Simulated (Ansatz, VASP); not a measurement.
## AlCu (bare Al-Cu alloy nanowire along [110]) in two plane-wave programs

One calculation is typed for both programs; each brings its own data sets. How far apart do they land? The cell is taken from a series of runs on this material, whose earlier steps may have relaxed, scaled, displaced or heated it; both programs get it as it stands.

Program: Ansatz 0.2.0. Level of theory: plane waves, with VASP 6.6.1 beside it; single point at PBE. Results are calculated unless marked as measured.

### 1. Set-up

The cell holds 74 atoms: 37 Cu and 37 Al. Its edges and angles: a = 21.150 Å, b = 26.183 Å, c = 5.320 Å, α = 90.0°, β = 90.0°, γ = 90.0°. It derives from Al (fcc). As first built, before any earlier steps moved the atoms (in the runner's words): hexagon section of size parameter 8.03 A cut from fcc Al (a = 4.05 A) along [110], 2 periods, 37 atoms Cu at random; minimised with a classical potential (cell length normal to the plane free). Vacuum lies along a and b. The structure's axis is c.

### 2. VASP: single point, PBE

A single point gives forces, pressure and levels at one fixed geometry, so differences don't come from the geometry; what else differs is listed under the comparison.

Lines of VASP's logs that name or quote its potential files are left out, and so is its time.

Contents of INCAR:

```
SYSTEM = AlCu
PREC = Accurate
ENCUT = 520
EDIFF = 1E-06
NELM = 120
ISMEAR = -1
SIGMA = 0.1
LREAL = Auto
ALGO = Normal
GGA = PE
NBANDS = 312
LASPH = .TRUE.
LORBIT = 11
LWAVE = .FALSE.
LCHARG = .FALSE.
ISIF = 2
GGA_COMPAT = .FALSE.
KPAR = 2
```

Contents of POSCAR:

```
AlCu
1.0
   21.1500000000      0.0000000000      0.0000000000
    0.0000000000     26.1826900000      0.0000000000
    0.0000000000      0.0000000000      5.3197600000
Cu Al
37 37
Direct
    0.2307200000      0.3504400000      0.2843800000
    0.2318500000      0.3484200000      0.7941200000
    0.2262000000      0.4493500000      0.2849800000
    0.2266900000      0.4458900000      0.7854400000
    0.2271700000      0.5524400000      0.2789100000
    0.3211600000      0.2993300000      0.0382800000
    0.4099500000      0.3468000000      0.2851700000
    0.4091000000      0.3447700000      0.7897900000
    0.4126700000      0.4483500000      0.2876600000
    0.3165200000      0.6036200000      0.0387900000
    0.4087100000      0.6547400000      0.7951200000
    0.4137700000      0.7547200000      0.2926500000
    0.3216000000      0.7042700000      0.5449800000
    0.5936000000      0.2456000000      0.2811300000
    0.5074600000      0.1981900000      0.5331400000
    0.5928600000      0.2495900000      0.7846200000
    0.5916600000      0.3482200000      0.7944500000
    0.4995300000      0.3958700000      0.0378500000
    0.5906500000      0.4481900000      0.7908000000
    0.5946500000      0.5502400000      0.2907400000
    0.5039400000      0.5005200000      0.5388500000
    0.5933100000      0.5492000000      0.7866300000
    0.5960100000      0.6540000000      0.7921900000
    0.5021700000      0.7045700000      0.0403300000
    0.5898500000      0.7548100000      0.2893400000
    0.5897100000      0.7522700000      0.7938700000
    0.5043300000      0.8023000000      0.5371000000
    0.6800400000      0.3000500000      0.0285600000
    0.7657400000      0.3533200000      0.2743200000
    0.6796200000      0.3992400000      0.0341900000
    0.7620000000      0.4518500000      0.2865300000
    0.6767400000      0.4991500000      0.0325800000
    0.7582000000      0.5485400000      0.2886900000
    0.6770100000      0.5002200000      0.5447900000
    0.6764200000      0.5991700000      0.0339500000
    0.7611800000      0.6441200000      0.2900400000
    0.6765400000      0.5998200000      0.5455100000
    0.2174700000      0.5491000000      0.7822900000
    0.2237900000      0.6548300000      0.2937200000
    0.2233400000      0.6542000000      0.7952000000
    0.4074400000      0.2407700000      0.2849000000
    0.4069000000      0.2397100000      0.7865800000
    0.3148300000      0.2939200000      0.5358200000
    0.3193400000      0.3983700000      0.0407900000
    0.3193200000      0.3961300000      0.5366600000
    0.4117600000      0.4482600000      0.7884400000
    0.3144300000      0.5007800000      0.0336300000
    0.4103800000      0.5503600000      0.2880500000
    0.3146100000      0.4986600000      0.5333400000
    0.4105600000      0.5528700000      0.7884900000
    0.4094500000      0.6545300000      0.2881300000
    0.3151300000      0.6032900000      0.5426800000
    0.3167700000      0.7079700000      0.0442300000
    0.4103000000      0.7581600000      0.7926200000
    0.5076400000      0.1927300000      0.0313900000
    0.5001400000      0.2947500000      0.0364100000
    0.5929700000      0.3458400000      0.2882400000
    0.5000200000      0.2957400000      0.5383300000
    0.5922600000      0.4492700000      0.2887600000
    0.5008500000      0.3978900000      0.5398400000
    0.5047400000      0.4992400000      0.0379100000
    0.5064600000      0.6036800000      0.0367000000
    0.5967000000      0.6547700000      0.2893100000
    0.5064800000      0.6018300000      0.5408800000
    0.5018900000      0.7040800000      0.5461200000
    0.5036100000      0.8048600000      0.0393700000
    0.6857800000      0.2927700000      0.5316700000
    0.7740700000      0.3472400000      0.7844900000
    0.6807100000      0.3983200000      0.5469500000
    0.7723000000      0.4494900000      0.7926300000
    0.7677300000      0.5492900000      0.7894300000
    0.7698000000      0.6486400000      0.7902300000
    0.6855700000      0.7076600000      0.0396400000
    0.6851200000      0.7078000000      0.5420000000
```

Contents of KPOINTS:

```
Automatic mesh
0
Gamma
1 1 4
0 0 0
```

PAW data sets: Cu and Al (PBE family, release 64).

The run is started by

```console
$ mpirun -np 8 vasp_std
```

Numbers of over 12 decimals in the logs are rounded to 6 here.

The log of the run:

```text
[banner, memory and clock lines left out]
running    8 mpi-ranks, on    1 nodes
[...]
|                                                                             |
|           W    W    AA    RRRRR   N    N  II  N    N   GGGG   !!!           |
|           W    W   A  A   R    R  NN   N  II  NN   N  G    G  !!!           |
|           W    W  A    A  R    R  N N  N  II  N N  N  G       !!!           |
|           W WW W  AAAAAA  RRRRR   N  N N  II  N  N N  G  GGG   !            |
|           WW  WW  A    A  R   R   N   NN  II  N   NN  G    G                |
|           W    W  A    A  R    R  N    N  II  N    N   GGGG   !!!           |
|                                                                             |
|     For optimal performance we recommend to set                             |
|       NCORE = 2 up to number-of-cores-per-socket                            |
|     NCORE specifies how many cores store one orbital (NPAR=cpu/NCORE).      |
|     This setting can greatly improve the performance of VASP for DFT.       |
|     The default, NCORE=1 might be grossly inefficient on modern             |
|     multi-core architectures or massively parallel machines. Do your        |
|     Unfortunately you need to use the default for GW and RPA                |
|     calculations (for HF NCORE is supported but not extensively tested      |
|     yet).                                                                   |
|                                                                             |

 LDA part: xc-table for (Slater+PW92), standard interpolation
 POSCAR, INCAR and KPOINTS ok, starting setup
[...]
entering main loop
       N       E                     dE             d eps       ncg     rms          rms(c)
DAV:   1     0.429201690565E+04    0.42920E+04   -0.18992E+05  1880   0.155E+03
DAV:   2     0.194938739500E+03   -0.40971E+04   -0.39436E+04  1872   0.376E+02
DAV:   3    -0.285774771840E+03   -0.48071E+03   -0.44419E+03  2096   0.180E+02
DAV:   4    -0.328362977113E+03   -0.42588E+02   -0.40838E+02  2672   0.555E+01
[...]
DAV:  38    -0.265314129587E+03   -0.17867E-05   -0.98206E-08  1152   0.173E-03    0.215E-04
DAV:  39    -0.265314131632E+03   -0.20450E-05   -0.90210E-08  1136   0.103E-03    0.204E-04
DAV:  40    -0.265314132459E+03   -0.82670E-06   -0.43205E-08  1104   0.103E-03
   1 F= -.26531413E+03 E0= -.26484518E+03  d E =-.937904E+00
```

From OUTCAR (step 2):

```text
  Total      -15.0978653     -3.2040420    -23.7563943      3.2301029      0.1806167      1.9939656
  in kB       -8.2112534     -1.7425775    -12.9203546      1.7567512      0.0982318      1.0844551
  external PRESSURE =      -7.6247285 kB  Pullay stress =       0.0000000 kB

 POSITION                                       TOTAL-FORCE (eV/Angst)
 -----------------------------------------------------------------------------------
      4.87973      9.17546      1.51283         0.635815      0.088070      0.071031
      4.90363      9.12257      4.22453         0.570167      0.074256     -0.096141
      4.78413     11.76519      1.51603         0.521981      0.032071     -0.002623
      4.79449     11.67460      4.17835         0.482240      0.215837     -0.001002
      4.80465     14.46437      1.48373         0.415794     -0.054029      0.110012
      6.79253      7.83726      0.20364         0.063475     -0.414656      0.025212
      8.67044      9.08016      1.51704         0.020049     -0.015356      0.202164
      8.65247      9.02701      4.20149         0.097071      0.210997     -0.205287
      8.72797     11.73901      1.53028        -0.313257      0.194973      0.000548
      6.69440     15.80440      0.20635         0.277094     -0.189879     -0.029807
      8.64422     17.14285      4.22985         0.301476     -0.284675     -0.073896
      8.75124     19.76060      1.55683        -0.133894     -0.108138     -0.075986
      6.80184     18.43968      2.89916        -0.004161     -0.082042     -0.049791
     12.55464      6.43047      1.49554        -0.108131      0.258641      0.084214
[...]
-----------------------------------------------------------------------------------
    total drift:                                0.022639      0.016448      0.014249

  FREE ENERGIE OF THE ION-ELECTRON SYSTEM (eV)
  ---------------------------------------------------
  free  energy   TOTEN  =      -265.3141324589 eV

  energy  without entropy=     -264.3762287688  energy(sigma->0) =     -264.84518061

[... 3 further parts left out ...]
[key lines of the parts left out:]
E-fermi :   0.0297
```

(Continued in part 2 of 2.)

[Lines on the potential files, build, host, timing and source positions are cut from VASP's logs without a mark.]

[Logs are printed without paths, hosts, clocks, repeated set-up lines and the standing remarks that a program may print on its own settings, such as how far it seeks lower states.]

[Hosts, paths, dates, database ids (printed as entryN), source tags and the programs' standing remarks are cut or masked in the printed files.]
